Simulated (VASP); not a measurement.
Write the native input for VASP 6.6.1 that does the following.

* Task: single point
* Functional: PBE
* Potentials or basis: VASP PAW PBE potentials, release 64 (Sb)
* Cutoff: 520 eV
* k mesh: 9 × 6 × 6
* Occupations: fermi-dirac, width 0.05 eV
* Spin: no spin polarisation
* Further INCAR settings: ALGO = Normal; EDIFF = 1e-07; NBANDS = 12

The structure of Sb lies in POSCAR:

```
Sb
1.0
    3.1224020000      0.0000000000      0.0000000000
    0.0000000000      4.3475180000      0.0000000000
   -0.0389150000      0.0000000000      4.4058520000
Sb
2
Direct
    0.0113890000      0.2500000000      0.2411660000
    0.9886110000      0.7500000000      0.7588340000
```

This isn't the form of Sb at room conditions, which is rhombohedral.

The input as run:

INCAR

```
SYSTEM = Sb
ALGO = Normal ; EDIFF = 1E-7
ENCUT = 520 ; GGA = PE
ISIF = 2 ; ISMEAR = -1
LASPH = .TRUE. ; LCHARG = .TRUE.
LELF = .TRUE. ; LREAL = .FALSE.
LVHAR = .TRUE. ; LWAVE = .FALSE.
NBANDS = 12 ; NELM = 60
PREC = Accurate ; SIGMA = 0.05
```

KPOINTS

```
k-points
0
G
  9 6 6
  0 0 0
```

Potentials or basis: VASP PAW PBE potentials, release 64 (Sb).

Command:

```bash
$ cat potpaw_PBE.64/Sb/POTCAR > POTCAR
$ mpirun -np 1 vasp_std > vasp.out
```

It gave:

| Item | Value |
| --- | --- |
| Pressure | 0.4 GPa |
| Largest force | 0.061 eV/Å |
| Band gap on the k mesh | none (metal or under the smearing width) |

Run time: 22 s on 1 thread of Intel(R) Xeon(R) Platinum 8559C (Emerald Rapids) (shared host), peak memory 0.21 GiB.
